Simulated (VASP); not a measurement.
Here is a VASP 6.6.1 calculation.

File INCAR:

```
PREC     = Accurate       # precision mode
ENCUT    = 600            # plane-wave cutoff, eV
EDIFF    = 1E-6           # SCF threshold, eV
ISMEAR   = 1              # smearing method
SIGMA    = 0.1            # smearing width, eV
LREAL    = F              # projectors in reciprocal space
LASPH    = T              # aspherical terms in the spheres
NELM     = 80             # most SCF steps
ALGO     = Normal         # electronic algorithm
ISIF     = 3              # what is computed and relaxed
LWAVE    = F              # write WAVECAR
LCHARG   = F              # write CHGCAR
IBRION   = 2              # ionic algorithm
NSW      = 90             # ionic steps
EDIFFG   = -0.01          # ionic threshold
```

File KPOINTS:

```
Automatic mesh
0
Gamma
  16 16 16
```

Contents of POSCAR:

```
Si
1.0
    0.0000000000      1.9108305400      1.9108305400
    1.9108305400      0.0000000000      1.9108305400
    1.9108305400      1.9108305400      0.0000000000
Si
1
Direct
    0.0000000000      0.0000000000      0.0000000000
```

Potentials or basis: VASP PAW LDA potentials, release 64 (Si).

Command:

```sh
$ cat potpaw_LDA.64/Si/POTCAR > POTCAR
$ mpirun -np 1 vasp_std > vasp.out
```

(1) What does it give for the relaxed cell?

(2) Predict the band gap on the k mesh.

## Answers

(1) a = 2.697 Å, b = 2.697 Å, c = 2.697 Å, α = 60.00°, β = 60.00°, γ = 60.00°.

(2) none (metal or under the smearing width).
